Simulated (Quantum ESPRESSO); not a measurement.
# HgTe (Fm-3m) in Quantum ESPRESSO: convergence with SCF threshold

Aim: find how far SCF threshold must go before the results for HgTe settle, at PBEsol. This setting moves, with any that are tied to it; all else stays.

All numbers are computed with Quantum ESPRESSO 7.5; they aren't measurements. Logs are shortened: lines on timing, memory, paths and dates and some standing lists are left out, and cuts for length are marked.

## 1. The structure

It takes space group Fm-3m (No. 225, cubic). The conventional cell has a = 6.360 Å, b = 6.360 Å, c = 6.360 Å, α = 90.00°, β = 90.00°, γ = 90.00°. Around Hg (site symmetry m-3m) lie 6 Te at 3.18 Å. Te (site symmetry m-3m) is surrounded by 6 Hg at 3.18 Å.

Measurements of this composition are mostly on another form, of space group No. 216.

## 2. With SCF threshold 0.001 Ry

Contents of pw.in:

```
&CONTROL
  calculation = 'scf'
  prefix = 'pwscf'
  outdir = './tmp'
  pseudo_dir = './pseudo'
  tprnfor = .true.
  tstress = .true.
  disk_io = 'nowf'
/
&SYSTEM
  ibrav = 0
  nat = 2
  ntyp = 2
  ecutwfc = 45
  ecutrho = 360
  nbnd = 15
  occupations = 'smearing'
  smearing = 'gaussian'
  degauss = 0.00367493
/
&ELECTRONS
  conv_thr = 0.001
  electron_maxstep = 120
  mixing_beta = 0.5
/
ATOMIC_SPECIES
Hg   200.5920 hg_pbesol_v1.uspp.F.UPF
Te   127.6000 te_pbesol_v1.uspp.F.UPF
CELL_PARAMETERS angstrom
   0.0000000000    3.1800000000    3.1800000000
   3.1800000000    0.0000000000    3.1800000000
   3.1800000000    3.1800000000    0.0000000000
ATOMIC_POSITIONS crystal
Hg     0.0000000000    0.0000000000    0.0000000000
Te     0.5000000000    0.5000000000    0.5000000000
K_POINTS automatic
7 7 7 0 0 0
```

Potentials or basis: GBRV 1.5 PBEsol.

Launch:

```sh
> OMP_NUM_THREADS=1 pw.x -in pw.in > pw.out
```

Run time: 10 s. Hardware: 1 thread of Arm Neoverse V1, shared host; peak memory 0.21 GiB.

What came out:

- Free energy: -1822.4748 eV
- Pressure: -8.5 GPa
- Band gap on the k mesh: none (metal or under the smearing width)

## 3. With SCF threshold 0.0001 Ry

pw.in, as its differences from that of step 2:

```diff
@@ -21,3 +21,3 @@
 &ELECTRONS
-  conv_thr = 0.001
+  conv_thr = 0.0001
   electron_maxstep = 120
```

Potentials or basis: GBRV 1.5 PBEsol.

Launch:

```sh
> OMP_NUM_THREADS=1 pw.x -in pw.in > pw.out
```

Run time: 12 s. Hardware: 1 thread of Arm Neoverse V1, shared host; peak memory 0.21 GiB.

Results:

- Free energy: -1822.4759 eV
- Pressure: -8.9 GPa
- Band gap on the k mesh: none (metal or under the smearing width)

## 4. With SCF threshold 1e-05 Ry

pw.in, as its differences from that of step 3:

```diff
@@ -21,3 +21,3 @@
 &ELECTRONS
-  conv_thr = 0.0001
+  conv_thr = 1d-05
   electron_maxstep = 120
```

Launch:

```sh
> OMP_NUM_THREADS=1 pw.x -in pw.in > pw.out
```

It took 15 s on 1 thread of Arm Neoverse V1, shared host; peak memory 0.21 GiB.

Results:

| Quantity | Value |
| --- | --- |
| Free energy | -1822.4762 eV |
| Pressure | -5.9 GPa |
| Band gap on the k mesh | none (metal or under the smearing width) |

## 5. With SCF threshold 1e-06 Ry

pw.in, as its differences from that of step 4:

```diff
@@ -21,3 +21,3 @@
 &ELECTRONS
-  conv_thr = 1d-05
+  conv_thr = 1d-06
   electron_maxstep = 120
```

Launch:

```sh
> OMP_NUM_THREADS=1 pw.x -in pw.in > pw.out
```

It took 18 s on 1 thread of Arm Neoverse V1, shared host; peak memory 0.21 GiB.

Results:

```yaml
Free_energy: -1822.4763 eV
Pressure: -6.4 GPa
Band_gap_on_the_k_mesh: none (metal or under the smearing width)
```

## 6. With SCF threshold 1e-07 Ry

pw.in, as its differences from that of step 5:

```diff
@@ -21,3 +21,3 @@
 &ELECTRONS
-  conv_thr = 1d-06
+  conv_thr = 1d-07
   electron_maxstep = 120
```

Potentials or basis: GBRV 1.5 PBEsol.

Launch:

```sh
> OMP_NUM_THREADS=1 pw.x -in pw.in > pw.out
```

It took 18 s on 1 thread of Arm Neoverse V1, shared host; peak memory 0.21 GiB.

The run converged. Its results:

* Free energy: -1822.4763 eV
* Pressure: -6.4 GPa
* Band gap on the k mesh: none (metal or under the smearing width)

## 7. With SCF threshold 1e-08 Ry

pw.in, as its differences from that of step 6:

```diff
@@ -21,3 +21,3 @@
 &ELECTRONS
-  conv_thr = 1d-07
+  conv_thr = 1d-08
   electron_maxstep = 120
```

Launch:

```sh
> OMP_NUM_THREADS=1 pw.x -in pw.in > pw.out
```

It took 20 s on 1 thread of Arm Neoverse V1, shared host; peak memory 0.21 GiB.

It converged, with:

| Item | Value |
| --- | --- |
| Free energy | -1822.4763 eV |
| Pressure | -6.4 GPa |
| Band gap on the k mesh | none (metal or under the smearing width) |

## 8. With SCF threshold 1e-10 Ry

pw.in, as its differences from that of step 7:

```diff
@@ -21,3 +21,3 @@
 &ELECTRONS
-  conv_thr = 1d-08
+  conv_thr = 1d-10
   electron_maxstep = 120
```

Launch:

```sh
> OMP_NUM_THREADS=1 pw.x -in pw.in > pw.out
```

It took 22 s on 1 thread of Arm Neoverse V1, shared host; peak memory 0.21 GiB.

It converged, with:

- Free energy: -1822.4763 eV
- Pressure: -6.5 GPa
- Band gap on the k mesh: none (metal or under the smearing width)

## 9. With SCF threshold 1e-12 Ry

pw.in, as its differences from that of step 8:

```diff
@@ -21,3 +21,3 @@
 &ELECTRONS
-  conv_thr = 1d-10
+  conv_thr = 1d-12
   electron_maxstep = 120
```

Potentials or basis: GBRV 1.5 PBEsol.

Launch:

```sh
> OMP_NUM_THREADS=1 pw.x -in pw.in > pw.out
```

pw.out:

```text
This program is part of the open-source Quantum ESPRESSO suite
     for quantum simulation of materials; please cite
[... 9 lines left out ...]
     --------------------
     sticks:   dense  smooth     PW     G-vecs:    dense   smooth      PW
     Sum        1789     889    265                50237    17573    2891

     Using Slab Decomposition

     bravais-lattice index     =            0
     lattice parameter (alat)  =       8.4985  a.u.
     unit-cell volume          =     434.0182 (a.u.)^3
     number of atoms/cell      =            2
     number of atomic types    =            2
     number of electrons       =        18.00
     number of Kohn-Sham states=           15
     kinetic-energy cutoff     =      45.0000  Ry
     charge density cutoff     =     360.0000  Ry
     scf convergence threshold =      1.0E-12
     mixing beta               =       0.5000
     number of iterations used =            8  plain     mixing
     Exchange-correlation= SLA  PW   PSX  PSC
                           (   1   4  10   8   0   0   0)

     celldm(1)=   8.498475  celldm(2)=   0.000000  celldm(3)=   0.000000
     celldm(4)=   0.000000  celldm(5)=   0.000000  celldm(6)=   0.000000

     crystal axes: (cart. coord. in units of alat)
               a(1) = (   0.000000   0.707107   0.707107 )
               a(2) = (   0.707107   0.000000   0.707107 )
               a(3) = (   0.707107   0.707107   0.000000 )

     reciprocal axes: (cart. coord. in units 2 pi/alat)
               b(1) = ( -0.707107  0.707107  0.707107 )
               b(2) = (  0.707107 -0.707107  0.707107 )
               b(3) = (  0.707107  0.707107 -0.707107 )

     PseudoPot. # 1 for Hg read from file:
     hg_pbesol_v1.uspp.F.UPF
     Pseudo is Ultrasoft + core correction, Zval = 12.0
     Generated by new atomic code, or converted to UPF format
     Using radial grid of  985 points,  6 beta functions with:
                l(1) =   0
                l(2) =   0
                l(3) =   1
                l(4) =   1
                l(5) =   2
                l(6) =   2
     Q(r) pseudized with  8 coefficients,  rinner =    2.000   2.000   2.000
                                                       2.000   2.000

     PseudoPot. # 2 for Te read from file:
     te_pbesol_v1.uspp.F.UPF
     Pseudo is Ultrasoft + core correction, Zval =  6.0
     Generated by new atomic code, or converted to UPF format
     Using radial grid of  891 points,  5 beta functions with:
                l(1) =   0
                l(2) =   0
                l(3) =   1
                l(4) =   1
                l(5) =   2
     Q(r) pseudized with  6 coefficients,  rinner =    1.800   1.800   1.800
                                                       1.800   1.800

     atomic species   valence    mass     pseudopotential
     Hg               12.00   200.59200     Hg( 1.00)
     Te                6.00   127.60000     Te( 1.00)

     48 Sym. Ops., with inversion, found

   Cartesian axes

     site n.     atom                  positions (alat units)
         1        Hg     tau(   1) = (   0.0000000   0.0000000   0.0000000  )
         2        Te     tau(   2) = (   0.7071068   0.7071068   0.7071068  )

     number of k points=    20  Gaussian smearing, width (Ry)=  0.0037
                       cart. coord. in units 2pi/alat
        k(    1) = (   0.0000000   0.0000000   0.0000000), wk =   0.0058309
        k(    2) = (   0.1010153   0.1010153  -0.1010153), wk =   0.0466472
        k(    3) = (   0.2020305   0.2020305  -0.2020305), wk =   0.0466472
        k(    4) = (   0.3030458   0.3030458  -0.3030458), wk =   0.0466472
        k(    5) = (   0.2020305  -0.0000000   0.0000000), wk =   0.0349854
        k(    6) = (   0.3030458   0.1010153  -0.1010153), wk =   0.1399417
[... 12 lines left out ...]
        k(   19) = (  -0.1010153  -0.5050763   0.7071068), wk =   0.1399417
        k(   20) = (   0.0000000  -0.4040610   0.6060915), wk =   0.1399417

     Dense  grid:    50237 G-vectors     FFT dimensions: (  54,  54,  54)

     Smooth grid:    17573 G-vectors     FFT dimensions: (  40,  40,  40)

     Initial potential from superposition of free atoms

     starting charge      17.9997, renormalised to      18.0000
     Starting wfcs are   13 randomized atomic wfcs +    2 random wfcs

     Self-consistent Calculation

     iteration #  1     ecut=    45.00 Ry     beta= 0.50
     Davidson diagonalization with overlap
     ethr =  1.00E-02,  avg # of iterations =  4.7

     Threshold (ethr) on eigenvalues was too large:
     Diagonalizing with lowered threshold

     Davidson diagonalization with overlap
     ethr =  2.65E-04,  avg # of iterations =  3.9

     total energy              =    -133.93492109 Ry
     estimated scf accuracy    <       0.04589475 Ry
[... 64 lines left out ...]
     iteration # 11     ecut=    45.00 Ry     beta= 0.50
     Davidson diagonalization with overlap
     ethr =  2.67E-13,  avg # of iterations =  2.0

     End of self-consistent calculation

          k = 0.0000 0.0000 0.0000 (  2229 PWs)   bands (ev):

    -5.1541  -0.1191  -0.1191  -0.0630  -0.0630  -0.0630   4.6716   5.5892
     5.5892   5.5892  13.6713  13.6713  13.7351  13.7351  13.7351

          k = 0.1010 0.1010-0.1010 (  2193 PWs)   bands (ev):
[... 11 lines left out ...]
    -4.3295  -0.3407  -0.3407  -0.2942   0.0548   0.0548   1.2500   6.2705
     6.2705   8.6377   9.3908  10.2892  10.2892  15.5674  16.4497

          k = 0.2020-0.0000 0.0000 (  2193 PWs)   bands (ev):

    -4.9819  -0.2204  -0.1057  -0.0810  -0.0402  -0.0402   3.4722   5.3573
     5.3573   7.3233  11.1317  12.5590  13.0151  13.0151  15.3967

          k = 0.3030 0.1010-0.1010 (  2203 PWs)   bands (ev):
[... 21 lines left out ...]
    -4.8208  -0.2483  -0.2009  -0.0862  -0.0260   0.0016   2.6791   5.0891
     6.1493   7.8257  10.6547  11.3552  12.0528  14.0704  14.8361

          k = 0.4041-0.0000 0.0000 (  2213 PWs)   bands (ev):

    -4.6196  -0.2319  -0.1214  -0.0755   0.0269   0.0269   2.7685   4.8182
     4.8182   6.3183  11.5956  11.8437  13.4548  13.4548  17.2502

          k = 0.5051 0.1010-0.1010 (  2199 PWs)   bands (ev):
[... 6 lines left out ...]
    -4.2786  -0.2237  -0.1562  -0.0260   0.0821   0.1753   1.7232   3.7314
     5.1935   6.5492  11.2398  12.2190  13.1578  14.2373  16.6518

          k = 0.0000-0.4041 0.4041 (  2209 PWs)   bands (ev):

    -4.3063  -0.3025  -0.2526  -0.0611   0.0505   0.1128   1.7449   3.8301
     5.8726   7.5429  10.5407  11.1718  12.5763  15.3537  15.7767

          k = 0.6061-0.0000 0.0000 (  2220 PWs)   bands (ev):

    -4.3933  -0.1538  -0.0512   0.1000   0.1000   0.2964   2.6005   3.9694
     4.3770   4.3770  11.1235  14.4029  14.4477  14.4477  18.3171

          k =-0.0000-0.6061 0.6061 (  2219 PWs)   bands (ev):

    -4.3318  -0.1468  -0.1024   0.0769   0.1050   0.4222   2.6651   2.7817
     4.5395   5.2703  11.3296  13.8505  14.1703  14.3757  17.6502

          k = 0.4041 0.2020 0.0000 (  2203 PWs)   bands (ev):

    -4.4985  -0.2647  -0.2061  -0.1059   0.0308   0.0644   2.1166   4.4973
     5.5942   7.2439  10.7553  11.8673  11.9879  14.1502  16.8171

          k =-0.2020-0.4041 0.6061 (  2221 PWs)   bands (ev):
[... 6 lines left out ...]
    -4.3221  -0.1681  -0.1249   0.0144   0.1003   0.2827   2.2147   3.6174
     4.0317   6.3566  11.6764  12.0177  13.8234  14.9789  17.1547

          k = 0.0000-0.4041 0.6061 (  2221 PWs)   bands (ev):

    -4.2651  -0.2514  -0.0991  -0.0325   0.1008   0.3034   2.0623   3.3234
     4.1614   7.3408  10.8206  12.4730  13.0434  15.2301  16.2562

     the Fermi energy is     6.1727 ev

!    total energy              =    -133.94953451 Ry
     estimated scf accuracy    <          6.0E-13 Ry
     smearing contrib. (-TS)   =      -0.00006039 Ry
     internal energy E=F+TS    =    -133.94947412 Ry

     The total energy is F=E-TS. E is the sum of the following terms:
     one-electron contribution =     -24.62487737 Ry
     hartree contribution      =      25.31475317 Ry
     xc contribution           =     -52.91669035 Ry
     ewald contribution        =     -81.72265958 Ry

     convergence has been achieved in  11 iterations

     Forces acting on atoms (cartesian axes, Ry/au):

     atom    1 type  1   force =    -0.00000000   -0.00000000    0.00000000
     atom    2 type  2   force =     0.00000000    0.00000000   -0.00000000

     Total force =     0.000000     Total SCF correction =     0.000000

     Computing stress (Cartesian axis) and pressure

          total   stress  (Ry/bohr**3)                   (kbar)     P=      -64.81
  -0.00044059   0.00000000  -0.00000000          -64.81        0.00       -0.00
   0.00000000  -0.00044059  -0.00000000            0.00      -64.81       -0.00
  -0.00000000  -0.00000000  -0.00044059           -0.00       -0.00      -64.81

=------------------------------------------------------------------------------=
   JOB DONE.
=------------------------------------------------------------------------------=
```

It took 26 s on 1 thread of Arm Neoverse V1, shared host; peak memory 0.21 GiB.

What came out:

```
Free energy            : -1822.4763 eV
Pressure               : -6.5 GPa
Band gap on the k mesh : none (metal or under the smearing width)
```

## 10. Result

```
SCF threshold  energy less the tightest run, at zero smearing (meV/atom)  pressure (GPa)  SCF cycles  CPU time (s)  peak memory (GiB)
     0.001 Ry                                                       0.72           -8.51           3            10               0.21
    0.0001 Ry                                                       0.16           -8.94           4            12               0.21
     1e-05 Ry                                                       0.01           -5.86           5            15               0.21
     1e-06 Ry                                                       0.00           -6.44           7            18               0.21
     1e-07 Ry                                                       0.00           -6.44           7            18               0.21
     1e-08 Ry                                                       0.00           -6.43           8            20               0.21
     1e-10 Ry                                                       0.00           -6.48           9            22               0.21
     1e-12 Ry                                                       0.00           -6.48          11            26               0.21
```

Against the tightest run, the energy stays within 1 meV/atom from 0.001 Ry on; the pressure stays within 0.1 GPa from 1e-06 Ry on. The tightest run that finished is the yardstick and may itself not be fully converged.
